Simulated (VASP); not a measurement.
The system is SiC (Moissanite 3C).

```
Si C
1.0
     0.00000    2.17900    2.17900
     2.17900    0.00000    2.17900
     2.17900    2.17900    0.00000
Si C
1 1
Direct
  0.00000 0.00000 0.00000
  0.25000 0.25000 0.25000
```

Program: VASP 6.6.1. Alike in all runs: task band structure; no spin polarisation; cell as given; cutoff (eV) 520; smearing gaussian 0.03 eV.

Question: Order these runs on this cell by their pressure, lowest first.
A. level LDA; potentials or basis VASP PAW LDA potentials, release 64 (Si, C); k mesh 10 × 10 × 10
B. level PBE0; potentials or basis VASP PAW PBE potentials, release 64 (Si, C); k mesh 6 × 6 × 6; grid for exact exchange (PRECFOCK) Fast; exchange at q = 0 truncated
C. level r2SCAN; potentials or basis VASP PAW PBE potentials, release 64 (Si, C); k mesh 10 × 10 × 10

Answer: A (-4.0 GPa), B (-1.9 GPa), C (-0.4 GPa).

Caveats: the PAW data sets were made with another functional, which shifts forces and pressure a little (some runs).

Runs at the PBE level aren't shown here.
